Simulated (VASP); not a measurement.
## Si in VASP 6.6.1, single-point calculation

INCAR

```
ENCUT = 520
ISIF = 2
NELM = 120
AMIX = 0.6
LREAL = .FALSE.
EDIFF = 1E-7
LCHARG = .FALSE.
SIGMA = 0.02
NSW = 0
LASPH = .TRUE.
ISMEAR = -1
NBANDS = 11
GGA = PE
PREC = Accurate
IBRION = -1
LWAVE = .FALSE.
```

KPOINTS

```
KPOINTS created by Atomic Simulation Environment
0
Gamma
4 4 4
0 0 0
```

POSCAR

```
Si
 1.0000000000000000
     0.0000000000000000    2.7221197381000000    2.7022482640000001
     2.7221197381000000    0.0000000000000000    2.7022482640000001
     2.7221197381000000    2.7221197381000000    0.0000000000000000
 Si
   2
Cartesian
  1.3610598690500000  1.3610598690500000  1.3511241320000000
  0.0000000000000000  0.0000000000000000  0.0000000000000000
```

The recommended PBE PAW datasets give the neutral cell 8 valence electrons.

Command

```
mpirun -np 1 vasp_std
```

OSZICAR

```
N       E                     dE             d eps       ncg     rms          rms(c)
DAV:   1     0.505339912670E+01    0.50534E+01   -0.27717E+03   286   0.531E+02
DAV:   2    -0.104263013110E+02   -0.15480E+02   -0.14365E+02   356   0.827E+01
DAV:   3    -0.108560360132E+02   -0.42973E+00   -0.42864E+00   390   0.117E+01
DAV:   4    -0.108592948229E+02   -0.32588E-02   -0.32583E-02   344   0.129E+00
DAV:   5    -0.108593300077E+02   -0.35185E-04   -0.35184E-04   376   0.125E-01    0.497E+00
DAV:   6    -0.106767911682E+02    0.18254E+00   -0.16879E-01   313   0.173E+00    0.238E+00
DAV:   7    -0.106552142390E+02    0.21577E-01   -0.66092E-02   353   0.124E+00    0.391E-01
DAV:   8    -0.106565183803E+02   -0.13041E-02   -0.43346E-03   319   0.343E-01    0.567E-02
DAV:   9    -0.106565598857E+02   -0.41505E-04   -0.75992E-05   384   0.549E-02    0.194E-02
DAV:  10    -0.106565622687E+02   -0.23830E-05   -0.57999E-06   315   0.135E-02    0.134E-03
DAV:  11    -0.106565621201E+02    0.14858E-06   -0.22064E-07   373   0.251E-03    0.126E-03
DAV:  12    -0.106565621264E+02   -0.63077E-08   -0.12603E-08   200   0.690E-04
   1 F= -.10656562E+02 E0= -.10656562E+02  d E =-.614961E-08
```

Standard output (part)

```
POSCAR found type information on POSCAR Si
 POSCAR found :  1 types and       2 ions
 LDA part: xc-table for (Slater+PW92), standard interpolation
 POSCAR, INCAR and KPOINTS ok, starting setup
 WAVECAR not read
 entering main loop
```

From OUTCAR

```
k-points           NKPTS =     13   k-points in BZ     NKDIM =     13   number of bands    NBANDS=     11

   NELECT =       8.0000    total number of electrons

   dimension x,y,z NGX =    30 NGY =   30 NGZ =   30
   dimension x,y,z NGXF=    60 NGYF=   60 NGZF=   60

  energy-cutoff  :      520.00
  volume of cell :       40.05
      direct lattice vectors                 reciprocal lattice vectors
     0.000000000  2.722119738  2.702248264    -0.183680384  0.183680384  0.185031112
     2.722119738  0.000000000  2.702248264     0.183680384 -0.183680384  0.185031112
     2.722119738  2.722119738  0.000000000     0.183680384  0.183680384 -0.185031112

 k-points in reciprocal lattice and weights: KPOINTS created by Atomic Simulation Env
   0.00000000  0.00000000  0.00000000       0.016
   0.25000000  0.00000000  0.00000000       0.125
   0.50000000  0.00000000  0.00000000       0.062
   0.25000000  0.25000000  0.00000000       0.031
   0.50000000  0.25000000  0.00000000       0.125
  -0.25000000  0.25000000  0.00000000       0.062
   0.50000000  0.50000000  0.00000000       0.016
   0.25000000  0.00000000  0.25000000       0.062
   ...

 E-fermi :   6.2065

 k-point     1 :       0.0000    0.0000    0.0000
  band No.  band energies     occupation
      1      -6.0964      2.00000
      2       5.8517      2.00000
      3       5.8517      2.00000
      4       5.9027      2.00000
      5       8.3981      0.00000
      6       8.4250      0.00000
      7       8.4250      0.00000
      8       9.2435      0.00000
      9      13.5000      0.00000
     10      13.6318      0.00000
     11      13.8272      0.00000

 k-point     2 :       0.2500    0.0000    0.0000
  band No.  band energies     occupation
      1      -5.2961      2.00000
      2       1.9384      2.00000
      3       5.0799      2.00000
      4       5.1334      2.00000
      5       7.8906      0.00000
      6       9.3487      0.00000
      7       9.3696      0.00000
      8      12.7894      0.00000
      9      13.0277      0.00000
     10      13.0593      0.00000
     11      14.8552      0.00000

 k-point     3 :       0.5000    0.0000    0.0000
  band No.  band energies     occupation
      1      -3.7623      2.00000
      2      -1.1067      2.00000
      3       4.6331      2.00000
      4       4.7023      2.00000
      5       7.3998      0.00000
      6       9.1601      0.00000
      7       9.2187      0.00000
      8      13.5851      0.00000
      9      16.3602      0.00000
     10      16.4423      0.00000
     11      17.1209      0.00000

 k-point     4 :       0.2500    0.2500    0.0000
  band No.  band energies     occupation
      1      -5.0048      2.00000
      2       2.3875      2.00000
      3       3.9447      2.00000
      4       3.9447      2.00000
      5       6.9452      0.00000
      6       8.9914      0.00000
      7      11.6240      0.00000
      8      11.6240      0.00000
      9      13.9820      0.00000
     10      14.7205      0.00000
     11      17.3500      0.00000

 k-point     5 :       0.5000    0.2500    0.0000
  band No.  band energies     occupation
      1      -3.3635      2.00000
      2      -0.5107      2.00000
      3       2.3454      2.00000
      4       3.6223      2.00000
      5       7.3368      0.00000
      6      10.2474      0.00000
      7      11.6302      0.00000
      8      11.7511      0.00000
      9      16.0979      0.00000
     10      16.4056      0.00000
     11      18.0396      0.00000

 ...

  Total        0.5828299      0.5828299      0.7575386      0.0000000      0.0000000      0.0000000
  in kB       23.3175382     23.3175382     30.3071893      0.0000000      0.0000000      0.0000000
  external PRESSURE =      25.6474219 kB  Pullay stress =       0.0000000 kB

 POSITION                                       TOTAL-FORCE (eV/Angst)
 -----------------------------------------------------------------------------------
      1.36106      1.36106      1.35112        -0.000000      0.000000      0.000000
      0.00000      0.00000      0.00000         0.000000     -0.000000     -0.000000
 -----------------------------------------------------------------------------------
    total drift:                               -0.000000     -0.000000     -0.000000

  FREE ENERGIE OF THE ION-ELECTRON SYSTEM (eV)
  ---------------------------------------------------
  free  energy   TOTEN  =       -10.6565621264 eV

  energy  without entropy=      -10.6565621203  energy(sigma->0) =      -10.65656212
```

It converged. Results: gap between bands v and c on the k mesh 0.62 eV; least direct gap on the k mesh 2.50 eV; pressure 2.6 GPa. Band v is the last that the valence electrons fill when counted band by band, and c is the next.

These settings aren't sound, so the numbers aren't properties of the crystal.

On sound settings PBE gives a gap of 0.54 eV on its mesh and a pressure of 1.9 GPa for the intended cell.

The run took about 7.8 s on one core of a shared host (Intel Xeon Platinum 8488C) and held 0.15 GiB at most.
